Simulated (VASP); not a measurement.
Wanted: the native input for a VASP 6.6.1 run.

```
Task                   : relaxation of cell and atoms
Functional             : PBE
Potentials or basis    : VASP PAW PBE potentials, release 64 (Ga_d, N)
Cutoff                 : 600 eV
k mesh                 : 14 × 14 × 14
Occupations            : gaussian, width 0.02 eV
Spin                   : no spin polarisation
Further INCAR settings : ALGO = Normal; EDIFF = 1e-07; IBRION = 2; EDIFFG = -0.005; NSW = 90; ISIF = 3
```

The structure of GaN lies in POSCAR:

```
GaN
1.0
    0.0000000000      2.1352350000      2.1352350000
    2.1352350000      0.0000000000      2.1352350000
    2.1352350000      2.1352350000      0.0000000000
Ga N
1 1
Direct
    0.0000000000      0.0000000000      0.0000000000
    0.5000000000      0.5000000000      0.5000000000
```

Measurements of this composition are mostly on another form, of space group No. 186.

These files were run (other wordings do the same):

INCAR

```
SYSTEM = GaN
PREC     = Accurate       ! precision mode
ENCUT    = 600            ! plane-wave cutoff, eV
EDIFF    = 1E-7           ! SCF threshold, eV
ISMEAR   = 0              ! smearing method
SIGMA    = 0.02           ! smearing width, eV
LREAL    = .False.        ! projectors in reciprocal space
LASPH    = .True.         ! aspherical terms in the spheres
NELM     = 80             ! most SCF steps
ALGO     = Normal         ! electronic algorithm
ISIF     = 3              ! what is computed and relaxed
LWAVE    = .False.        ! write WAVECAR
LCHARG   = .False.        ! write CHGCAR
GGA      = PE             ! functional
IBRION   = 2              ! ionic algorithm
NSW      = 90             ! ionic steps
EDIFFG   = -0.005         ! ionic threshold
```

KPOINTS

```
regular mesh
0
Gamma
  14 14 14
  0 0 0
```

Potentials or basis: VASP PAW PBE potentials, release 64 (Ga_d, N).

Launch:

```console
$ cat potpaw_PBE.64/Ga_d/POTCAR potpaw_PBE.64/N/POTCAR > POTCAR
$ mpirun -np 1 vasp_std > vasp.out
```

Results of the run:

```yaml
Relaxed_volume: 9.75 Å³/atom
Relaxed_cell: a = 3.021 Å, b = 3.021 Å, c = 3.021 Å, α = 60.00°, β = 60.00°, γ = 60.00°
Space_group_after_relaxing_to_0.05_Å: Fm-3m (No. 225)
Energy_gained_by_relaxing: 0.0 meV/atom
Ionic_steps: 3
Pressure_after_relaxing: 0.0 GPa
Band_gap_on_the_k_mesh: 0.39 eV, indirect (least direct gap 2.35 eV)
```

It took 17 s on 1 thread of Intel(R) Xeon(R) 6975P-C (Granite Rapids), with other jobs on the host, peak memory 0.16 GiB.
